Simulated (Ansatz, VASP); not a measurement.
# One calculation of Sr, two programs

```
Sr
1.0
     0.00000    2.94721    3.24193
     2.94721    0.00000    3.24193
     2.94721    2.94721    0.00000
Sr
1
Direct
  0.00000 0.00000 0.00000
```

Alike in both runs: task single point; functional PBE; k mesh 16 × 16 × 16; occupations gaussian, width 0.15 eV; no spin polarisation.

```csv
,VASP,Ansatz
version,VASP 6.6.1,Ansatz 0.2.0
potentials or method,"VASP PAW PBE potentials, release 64 (Sr_sv)","scalar-relativistic, plane waves, PAW"
plane-wave cutoff (eV),520,420
valence electrons in the cell,10,10
```

```tsv
	VASP	Ansatz	Ansatz less VASP
gap on the k mesh at the Fermi level (eV)	none	none	-
pressure (GPa)	-0.3	-0.3	0.00
largest component of the traceless stress (GPa)	0.50	0.50	+0.001
```

A gap of «none» marks a metal or a gap that the smearing closes. The functional is the same, so the differences come from potentials, cutoffs and numerics.
